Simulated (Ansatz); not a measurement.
## InAs: how the free axis answers a strain

InAs, F-43m, a = 6.087 Å. Ansatz: PBEsol, PAW, 420 eV, Γ-centred 12×12×10 mesh on 4 atoms, Gaussian smearing 0.10 eV; no spin polarisation. Series: biaxial strain in the a-b plane, c and atoms relaxed; x is the strain in per cent. The axes a, b, c are those of the computed cell (4.304, 4.304, 6.087 Å), along [1 1 0], [-1 1 0], [0 0 1] of the cell named above. y is the change of c in per cent of 6.087 Å.

```
x (%) y (%)
 -3.0      ?
 -2.0   2.20
 -1.0   1.10
  0.0   0.00
  1.0  -1.14
  2.0  -2.29
  3.0  -3.46
```

Q: Fit y = c1 x + c2 x² to the other rows, say what c1 measures, and predict the missing y.

A: Least squares on the rows shown. y = −1.121 x − 0.01103 x². With no stress along c, c1 = −2C12/C11 = -1.121. At x = -3.0 the fit asked for gives 3.26 %. The run gave 3.28 %, so the fit is 0.02 % too low, a small miss on the scale of the series.